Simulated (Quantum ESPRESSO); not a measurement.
TaS2:

```xyz
3
Lattice="3.3500 0.0000 0.0000 -1.6750 2.9012 0.0000 0.0000 0.0000 5.8600" Properties=species:S:1:pos:R:3 pbc="T T T"
Ta    0.0000    0.0000    0.0000
S     1.6750    0.9671    4.3950
S     0.0000    1.9341    1.4650
```

Below is the output of Quantum ESPRESSO 7.5 for this cell. Logs are shortened: lines on timing, memory, paths and dates and some standing lists are left out, and cuts for length are marked.

```text
This program is part of the open-source Quantum ESPRESSO suite
     for quantum simulation of materials; please cite
[... 9 lines left out ...]
     --------------------
     sticks:   dense  smooth     PW     G-vecs:    dense   smooth      PW
     Sum         649     649    199                22937    22937    3755

     Using Slab Decomposition

     bravais-lattice index     =            0
     lattice parameter (alat)  =       6.3306  a.u.
     unit-cell volume          =     384.3390 (a.u.)^3
     number of atoms/cell      =            3
     number of atomic types    =            2
     number of electrons       =        25.00
     number of Kohn-Sham states=           19
     kinetic-energy cutoff     =      58.0000  Ry
     charge density cutoff     =     232.0000  Ry
     scf convergence threshold =      6.0E-10
     mixing beta               =       0.5000
     number of iterations used =            8  plain     mixing
     energy convergence thresh.=      1.0E-05
     force convergence thresh. =      4.0E-04
     press convergence thresh. =      3.0E-01
     Exchange-correlation= SLA  PW   NOGX NOGC
                           (   1   4   0   0   0   0   0)
     nstep                     =           40

     celldm(1)=   6.330583  celldm(2)=   0.000000  celldm(3)=   0.000000
     celldm(4)=   0.000000  celldm(5)=   0.000000  celldm(6)=   0.000000

     crystal axes: (cart. coord. in units of alat)
               a(1) = (   1.000000   0.000000   0.000000 )
               a(2) = (  -0.500000   0.866025   0.000000 )
               a(3) = (   0.000000   0.000000   1.749254 )

     reciprocal axes: (cart. coord. in units 2 pi/alat)
               b(1) = (  1.000000  0.577350 -0.000000 )
               b(2) = (  0.000000  1.154701  0.000000 )
               b(3) = (  0.000000 -0.000000  0.571672 )

     PseudoPot. # 1 for Ta read from file:
     Ta.upf
     Pseudo is Norm-conserving + core correction, Zval = 13.0
     Generated using ONCVPSP code by D. R. Hamann
     Using radial grid of 1432 points,  8 beta functions with:
                l(1) =   0
                l(2) =   0
                l(3) =   1
                l(4) =   1
                l(5) =   2
[... 493 lines left out ...]
  -0.00005742   0.00000000   0.00000000           -8.45        0.00        0.00
   0.00000000  -0.00005742   0.00000000            0.00       -8.45        0.00
  -0.00000000  -0.00000000   0.00028613           -0.00       -0.00       42.09

     BFGS Geometry Optimization
     Energy error            =      2.4E-03 Ry
     Gradient error          =      2.7E-02 Ry/Bohr
     Cell gradient error     =      4.2E+01 kbar

     number of scf cycles    =   1
     number of bfgs steps    =   0

     enthalpy           new  =    -174.8025768631 Ry

     new trust radius        =       0.0280470099 bohr
     new conv_thr            =       0.0000000006 Ry

     new unit-cell volume =    385.97775 a.u.^3 (    57.19600 Ang^3 )
     density =      7.11492 g/cm^3

CELL_PARAMETERS (bohr)
   6.321495220   0.000000000  -0.000000000
  -3.160747610   5.474575451   0.000000000
   0.000000000   0.000000000  11.153007974

ATOMIC_POSITIONS (bohr)
Ta               0.0000000000        0.0000000000       -0.0000000000
S                3.1607476105        1.8248584834        8.3370839417
S               -0.0000000003        3.6497169673        2.8159240322

     NEW-OLD atomic charge density approx. for the potential
     New effective cutoffs (rho, wfc):  231.78   58.15

     Self-consistent Calculation

[... 83 further cycles ...]
     iteration #  2     ecut=    58.00 Ry     beta= 0.50
     Davidson diagonalization with overlap
     ethr =  4.76E-04,  avg # of iterations =  2.0

     total energy              =    -174.79360213 Ry
     estimated scf accuracy    <       0.04160311 Ry
[... 57 lines left out ...]
     iteration # 11     ecut=    58.00 Ry     beta= 0.50
     Davidson diagonalization with overlap
     ethr =  2.87E-12,  avg # of iterations =  2.0

     End of self-consistent calculation

          k = 0.0000 0.0000 0.0000 (  2649 PWs)   bands (ev):

   -57.3372 -23.8254 -23.7496 -23.7496  -3.8953  -1.6778   3.9481   7.4574
     7.4574  10.2864  10.8311  10.8311  11.1459  11.4742  11.4742  15.1014
    15.1014  16.5637  16.9441
[... 291 lines left out ...]
   -57.3190 -24.0508 -23.9185 -23.7499  -1.7769  -1.3825   5.0166   5.7513
     6.8189   7.1579   7.7279   8.2626  11.6799  12.7064  14.0719  15.3667
    17.3957  17.8452  18.6725

     the Fermi energy is    11.2439 ev

!    total energy              =    -174.80723590 Ry
     estimated scf accuracy    <          4.7E-12 Ry
     smearing contrib. (-TS)   =      -0.00081129 Ry
     internal energy E=F+TS    =    -174.80642461 Ry

     The total energy is F=E-TS. E is the sum of the following terms:
     one-electron contribution =     -51.16721376 Ry
     hartree contribution      =      35.76246691 Ry
     xc contribution           =     -42.18033958 Ry
     ewald contribution        =    -117.22133818 Ry

     convergence has been achieved in  11 iterations

     Forces acting on atoms (cartesian axes, Ry/au):

     atom    1 type  1   force =     0.00000000    0.00000000    0.00000000
     atom    2 type  2   force =    -0.00000000   -0.00000000   -0.00000157
     atom    3 type  2   force =     0.00000000    0.00000000    0.00000157

     Total force =     0.000002     Total SCF correction =     0.000006
     SCF correction compared to forces is large: reduce conv_thr to get better values

     Computing stress (Cartesian axis) and pressure

          total   stress  (Ry/bohr**3)                   (kbar)     P=       -0.02
  -0.00000016   0.00000000   0.00000000           -0.02        0.00        0.00
   0.00000000  -0.00000016   0.00000000            0.00       -0.02        0.00
  -0.00000000  -0.00000000  -0.00000016           -0.00       -0.00       -0.02

=------------------------------------------------------------------------------=
   JOB DONE.
=------------------------------------------------------------------------------=
```

**Question.** Write the input and the command behind it.

**Answer.** Relaxation of cell and atoms with LDA, no spin polarisation. The files as run (others can give the same):

pw.in
```
&CONTROL
  calculation = 'vc-relax'
  prefix = 'pwscf'
  outdir = './tmp'
  pseudo_dir = './pseudo'
  tprnfor = .true.
  tstress = .true.
  disk_io = 'low'
  nstep = 40
  forc_conv_thr = 0.0004
  etot_conv_thr = 1d-05
/
&SYSTEM
  ibrav = 0
  nat = 3
  ntyp = 2
  ecutwfc = 58
  nbnd = 19
  occupations = 'smearing'
  smearing = 'fd'
  degauss = 0.00367493
/
&ELECTRONS
  conv_thr = 6d-10
  electron_maxstep = 120
  mixing_beta = 0.5
/
&IONS
  ion_dynamics = 'bfgs'
/
&CELL
  cell_dynamics = 'bfgs'
  press = 0
  press_conv_thr = 0.3
/
ATOMIC_SPECIES
Ta   180.9479 Ta.upf
S     32.0600 S.upf
CELL_PARAMETERS bohr
   6.3305825175    0.0000000000    0.0000000000
  -3.1652912587    5.4824452809    0.0000000000
   0.0000000000    0.0000000000   11.0737950903
ATOMIC_POSITIONS bohr
Ta     0.0000000000    0.0000000000    0.0000000000
S      3.1652912591    1.8274817601    8.3053463177
S     -0.0000000003    3.6549635208    2.7684487726
K_POINTS automatic
9 9 5 0 0 0
```

Potentials or basis: PseudoDojo 0.4.1 SR LDA standard.
Launch:
```console
$ OMP_NUM_THREADS=1 pw.x -in pw.in > pw.out
```
